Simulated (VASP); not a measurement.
These are PBE GGA with D3 dispersion (Becke-Johnson damping), VASP's PBE PAW potentials (set 64) (plane waves; VASP) values and carry that method's errors.

A VASP calculation is set up with these files.

### INCAR
```
ISMEAR = 0   ! Gaussian
LASPH = T   ! aspherical one-centre terms
PREC = Accurate
ALGO = Normal
ENCUT = 520
EDIFF = 1E-7   ! SCF stop (eV)
SYSTEM = CsI
LREAL = F   ! projection in real space or not
SIGMA = 0.05   ! width (eV)
GGA = PE   ! PBE
LWAVE = F
NELM = 100   ! most electronic steps
LCHARG = F
IVDW = 12
LMAXMIX = 4   ! l cut-off of mixed one-centre charges
ISIF = 2
```

**POSCAR**
```
CsI
4.5238350
  1.0000000503   0.0000000000   0.0000000000
  0.0000000000   1.0000000503   0.0000000000
  0.0000000000   0.0000000000   1.0000000503
Cs I
1 1
Cart
  0.0000000000   0.0000000000   0.0000000000
  0.5000000252   0.5000000252   0.5000000252
```

KPOINTS:
```
Automatic mesh
0
Gamma
6 6 6
0 0 0
```

POTCAR, in this order: Cs_sv I (PBE.64 set). Program: vasp_std.

The resulting files:

**OSZICAR**
```
       N       E                     dE             d eps       ncg     rms          rms(c)
DAV:   1     0.929594040169E+02    0.92959E+02   -0.61934E+03   480   0.109E+03
DAV:   2     0.160067425402E+01   -0.91359E+02   -0.86522E+02   744   0.170E+02
DAV:   3    -0.544723666294E+01   -0.70479E+01   -0.70204E+01   600   0.546E+01
DAV:   4    -0.554363711853E+01   -0.96400E-01   -0.96375E-01   568   0.780E+00
DAV:   5    -0.554476224496E+01   -0.11251E-02   -0.11251E-02   584   0.888E-01    0.162E+00
DAV:   6    -0.543037619712E+01    0.11439E+00   -0.15575E-01   524   0.191E+00    0.124E+00
DAV:   7    -0.540704073235E+01    0.23335E-01   -0.13496E-01   560   0.183E+00    0.588E-01
DAV:   8    -0.541022884412E+01   -0.31881E-02   -0.92187E-03   524   0.631E-01    0.943E-02
DAV:   9    -0.541059543550E+01   -0.36659E-03   -0.73871E-04   588   0.195E-01    0.733E-02
DAV:  10    -0.541069200522E+01   -0.96570E-04   -0.14747E-04   540   0.823E-02    0.139E-02
DAV:  11    -0.541069075838E+01    0.12468E-05   -0.41062E-05   564   0.338E-02    0.569E-03
DAV:  12    -0.541069104786E+01   -0.28948E-06   -0.38101E-06   560   0.140E-02    0.213E-03
DAV:  13    -0.541069103050E+01    0.17363E-07   -0.12358E-07   440   0.281E-03
   1 F= -.59045054E+01 E0= -.59045054E+01  d E =-.853069E-16
```

File OUTCAR:
```
------------------------ aborting loop because EDIFF is reached ----------------------------------------
 Edisp (eV)   -0.49381
  FORCE on cell =-STRESS in cart. coord.  units (eV):
  Direction    XX          YY          ZZ          XY          YZ          ZX
  --------------------------------------------------------------------------------------
  Total       0.20718     0.20718     0.20718     0.00000    -0.00000    -0.00000
  in kB       3.58539     3.58539     3.58539     0.00000    -0.00000    -0.00000
  external pressure =        3.59 kB  Pullay stress =        0.00 kB
  volume of cell :       92.58
      direct lattice vectors                 reciprocal lattice vectors
     4.523835228  0.000000000  0.000000000     0.221051376  0.000000000  0.000000000
     0.000000000  4.523835228  0.000000000     0.000000000  0.221051376  0.000000000
     0.000000000  0.000000000  4.523835228     0.000000000  0.000000000  0.221051376
 POSITION                                       TOTAL-FORCE (eV/Angst)
 -----------------------------------------------------------------------------------
      0.00000      0.00000      0.00000         0.000000      0.000000      0.000000
      2.26192      2.26192      2.26192         0.000000      0.000000      0.000000
 -----------------------------------------------------------------------------------
    total drift:                               -0.000000      0.000000      0.000000
  FREE ENERGIE OF THE ION-ELECTRON SYSTEM (eV)
  ---------------------------------------------------
  free  energy   TOTEN  =        -5.9045054362 eV

  energy  without entropy=       -5.9045054362  energy(sigma->0) =       -5.90450544
```
(Selected blocks of OUTCAR.)

The compound is CsI in the CsCl type structure. This cell is one point of a volume scan, at 0.97 of the reference volume.
